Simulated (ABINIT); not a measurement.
Runs of ABINIT 10.8.3 (patched build) on NiO. The structure is cubic, space group Fm-3m (No. 225). Conventional cell: a = 4.172 Å, b = 4.172 Å, c = 4.172 Å, α = 90.00°, β = 90.00°, γ = 90.00°. Around Ni (site symmetry m-3m) lie 6 O at 2.09 Å. O (site symmetry m-3m) has 6 Ni at 2.09 Å as nearest neighbours. 

```csv
task,level,potentials or basis,k mesh,cutoff (eV),fine-grid cutoff,mesh quality,gap on the mesh (eV),pressure (GPa),moment (μB)
single point,PBE,JTH PAW PBE v2.0,11 × 11 × 11,1116,1714.32 eV,not flagged,none,-1.4,0.00
band structure,PW91,JTH PAW PBE v2.0,9 × 9 × 9,1333,2000.04 eV,not flagged,none,(a),0.00
single point,LDA,JTH PAW LDA v2.0,9 × 9 × 9,816,1414.99 eV,not flagged,none,-,0.00
single point,PBE,SG15 NC PBE v1.2,8 × 8 × 8,1225,-,not flagged,none,6.3,1.79
single point,LDA,JTH PAW LDA v2.0,7 × 7 × 7,816,1414.99 eV,coarse,none,-,0.12
single point,PBEsol,PseudoDojo NC SR PBEsol v0.4.1 standard,11 × 11 × 11,1333,-,not flagged,none,(b),0.00
band structure,WC,JTH PAW PBE v2.0,9 × 9 × 9,1333,2000.04 eV,not flagged,none,-11.4,0.00
```

Alike in all rows: spin collinear, ferromagnetic start; cell as given; smearing fermi-dirac 0.05 eV.

Task: Fill in the values left out.

Result: (a) -2.7; (b) -12.3.

Caveats: some runs use coarse meshes; small starting moments can end in a higher magnetic state in this program; semilocal functionals often make such compounds metallic where correlation or magnetic order opens a gap, which also shifts bond lengths; the PAW data sets were made with another functional, which shifts forces and pressure a little (some runs); a cell with one magnetic atom can't hold antiferromagnetic order, which such compounds often take (some runs).

A k mesh can miss the band edges.

A gap of «none» marks a metal or a gap under the smearing width.

Not every run made on this cell is shown here.
